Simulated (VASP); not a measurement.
NaCl (rocksalt), PBE relaxation of cell and atoms: VASP's output and Ansatz's

POSCAR

```
Na Cl
 1.0000000000000000
     0.0000000000000000    2.6528510000000001    2.6528510000000001
     2.6528510000000001    0.0000000000000000    2.6528510000000001
     2.6528510000000001    2.6528510000000001    0.0000000000000000
 Na  Cl
   1   1
Cartesian
  0.0000000000000000  0.0000000000000000  0.0000000000000000
  2.6528510000000001  2.6528510000000001  2.6528510000000001
```

VASP ran with the recommended PBE PAW datasets (14 valence electrons in the cell).

From OUTCAR

```
k-points           NKPTS =     29   k-points in BZ     NKDIM =     29   number of bands    NBANDS=     14

   NELECT =      14.0000    total number of electrons

   dimension x,y,z NGX =    32 NGY =   32 NGZ =   32
   dimension x,y,z NGXF=    64 NGYF=   64 NGZF=   64

  energy-cutoff  :      600.00
  volume of cell :       46.14
      direct lattice vectors                 reciprocal lattice vectors
     0.000000000  2.846788470  2.846788470    -0.175636513  0.175636513  0.175636513
     2.846788470  0.000000000  2.846788470     0.175636513 -0.175636513  0.175636513
     2.846788470  2.846788470  0.000000000     0.175636513  0.175636513 -0.175636513

 k-points in reciprocal lattice and weights: KPOINTS created by Atomic Simulation Env
   0.00000000  0.00000000  0.00000000       0.002
   0.12500000  0.00000000  0.00000000       0.016
   0.25000000  0.00000000  0.00000000       0.016
   0.37500000  0.00000000  0.00000000       0.016
   0.50000000  0.00000000  0.00000000       0.008
   0.12500000  0.12500000  0.00000000       0.012
   0.25000000  0.12500000  0.00000000       0.047
   0.37500000  0.12500000  0.00000000       0.047
   ...

 E-fermi :  -0.4165

 k-point     1 :       0.0000    0.0000    0.0000
  band No.  band energies     occupation
      1     -21.7669      2.00000
      2     -21.7669      2.00000
      3     -21.7669      2.00000
      4     -13.4886      2.00000
      5      -0.8925      2.00000
      6      -0.8925      2.00000
      7      -0.8925      2.00000
      8       4.1077      0.00000
      9      10.1973      0.00000
     10      10.1973      0.00000
     11      10.1973      0.00000
     12      12.3215      0.00000
     13      12.3215      0.00000
     14      13.8812      0.00000

 k-point     2 :       0.1250    0.0000    0.0000
  band No.  band energies     occupation
      1     -21.7706      2.00000
      2     -21.7672      2.00000
      3     -21.7672      2.00000
      4     -13.4454      2.00000
      5      -1.2447      2.00000
      6      -0.9308      2.00000
      7      -0.9308      2.00000
      8       4.5919      0.00000
      9       9.6518      0.00000
     10      10.3816      0.00000
     11      10.3816      0.00000
     12      12.0480      0.00000
     13      12.0480      0.00000
     14      14.7530      0.00000

 k-point     3 :       0.2500    0.0000    0.0000
  band No.  band energies     occupation
      1     -21.7797      2.00000
      2     -21.7679      2.00000
      3     -21.7678      2.00000
      4     -13.3383      2.00000
      5      -1.9409      2.00000
      6      -1.0203      2.00000
      7      -1.0203      2.00000
      8       5.5647      0.00000
      9       9.0519      0.00000
     10      10.4469      0.00000
     11      10.4469      0.00000
     12      12.2554      0.00000
     13      12.2554      0.00000
     14      14.4993      0.00000

 k-point     4 :       0.3750    0.0000    0.0000
  band No.  band energies     occupation
      1     -21.7886      2.00000
      2     -21.7685      2.00000
      3     -21.7685      2.00000
      4     -13.2270      2.00000
      5      -2.5159      2.00000
      6      -1.1061      2.00000
      7      -1.1061      2.00000
      8       6.2012      0.00000
      9       9.1830      0.00000
     10      10.1493      0.00000
     11      10.1493      0.00000
     12      13.5831      0.00000
     13      13.5831      0.00000
     14      14.0028      0.00000

 k-point     5 :       0.5000    0.0000    0.0000
  band No.  band energies     occupation
      1     -21.7923      2.00000
      2     -21.7688      2.00000
      3     -21.7688      2.00000
      4     -13.1796      2.00000
      5      -2.7320      2.00000
      6      -1.1407      2.00000
      7      -1.1407      2.00000
      8       6.3298      0.00000
      9       9.5022      0.00000
     10      10.0097      0.00000
     11      10.0097      0.00000
     12      13.9066      0.00000
     13      15.1534      0.00000
     14      15.1534      0.00000

 k-point     6 :       0.1250    0.1250    0.0000
  band No.  band energies     occupation
      1     -21.7704      2.00000
      2     -21.7679      2.00000
      3     -21.7679      2.00000
      4     -13.4321      2.00000
      5      -1.2656      2.00000
      6      -0.9848      2.00000
      7      -0.9848      2.00000
      8       4.7491      0.00000
      9       9.3867      0.00000
     10      10.5412      0.00000
     11      10.5412      0.00000
     12      11.3241      0.00000
     13      12.5327      0.00000
     14      15.2389      0.00000

 ...

  Total        0.0094709      0.0094709      0.0094709     -0.0000000     -0.0000000      0.0000000
  in kB        0.3288566      0.3288566      0.3288566     -0.0000000     -0.0000000      0.0000000
  external PRESSURE =       0.3288566 kB  Pullay stress =       0.0000000 kB

 POSITION                                       TOTAL-FORCE (eV/Angst)
 -----------------------------------------------------------------------------------
      0.00000      0.00000      0.00000         0.000000      0.000000      0.000000
      2.84679      2.84679      2.84679        -0.000000     -0.000000     -0.000000
 -----------------------------------------------------------------------------------
    total drift:                                0.000000     -0.000000     -0.000000

  FREE ENERGIE OF THE ION-ELECTRON SYSTEM (eV)
  ---------------------------------------------------
  free  energy   TOTEN  =        -6.7781873357 eV

  energy  without entropy=       -6.7781873357  energy(sigma->0) =       -6.77818734
```

Each program uses its own PAW datasets. VASP's cell holds 14 valence electrons and Ansatz's 16.

Task: What does Ansatz give for the same cell and level of theory?

Result: relaxed cell vector lengths 4.027, 4.027, 4.027 Å; relaxed cell volume 46.18 Å³.

Ansatz printed

```
basis re-selected at this cell: Δ(F+E_penalty+E_count) = -4.686e-6 eV, ΔP = -0.001 GPa vs the last step (what re-selecting the basis moved, of the pressure what is left beyond the Pulay correction that the steps carried, after the strain that the cell walked since its last selection, with what the two solves' SCF thresholds leave and, on support functions, any second-order correction that the steps lacked; it is no measure of the basis error at this ecutwfc). This SCF's stress stands 8.86e-3 GPa from its target on what of the cell is left free (relax.cell.stress_tol is 5.00e-2 GPa) and its largest allowed force component is 1.18e-30 eV/Å (relax.f_tol is 5.00e-3 eV/Å): within both
SCF converged after 6 iterations
Free energy (F): -2569.555009 eV
Harris-Foulkes:  -2569.555009 eV  (|F-HF|=9.09e-13)
Internal energy: -2569.555009 eV  (E = F + TS)
E sigma→0 (E₀):  -2569.555009 eV
Fermi energy:    3.403403 eV
--- Per-component energies (eV) ---
  E_band       = -238.279450
  E_kinetic    = 282.801789
  E_local      = -1543.982961  (includes V_loc(G=0)·N_el)
  E_nonlocal   = 143.523803
  E_hartree    = 544.694344
  E_xc         = -146.968092
  E_vxc        = -173.215963  (∫ρ·V_xc dr)
  E_paw        = -922.537751  (= ΣΔE_a)
  E_vpaw       = -36.794887  (= ΣTr[D̂ρ^β])
  E_aug_tail   = 0.000057  (compensation charges beyond the density's cutoff)
  E_ewald      = -927.086199
  E_smearing   = -0.000000  (= −TS)
  E_closure    = -0.000000  (closes the sum)
  Σ components = -2569.555009   (vs F -2569.555009, Δ=0.00e0)
--- Forces (eV/Å), atoms counted from 1 ---
  atom   1  Na    -0.00000000     0.00000000    -0.00000000
  atom   2  Cl     0.00000000    -0.00000000     0.00000000
  max |Σ_I F_I| component: 1.84e-30 eV/Å
--- Stress (GPa, compression-positive) ---
        0.008857      -0.000000      -0.000000
       -0.000000       0.008857      -0.000000
       -0.000000       0.000000       0.008857
  P = ⅓ Tr σ = 0.0089 GPa (0.089 kbar)
--- Relaxed structure (5 steps of the walk, 5 accepted, 2 SCFs on fresh bases) ---
  F+E_penalty+E_count = -2569.55500943 eV   max|allowed force component| = 1.183e-30 eV/Å   (the final SCF, on the basis selected at the relaxed cell)
  cell:  # Å, volume = 46.1805 Å³
    - [6.749252807812955e-34, 2.8475812657361486, 2.8475812657361486]
    - [2.8475812657361486, 6.74921149213866e-34, 2.8475812657361486]
    - [2.8475812657361486, 2.8475812657361486, -1.4355669829596754e-53]
  atoms:
    - { symbol: Na, position: [1.6637155482493278e-35, -2.3443264543511887e-35, -2.268703020344428e-36] }
    - { symbol: Cl, position: [0.5, 0.5, 0.5] }
```
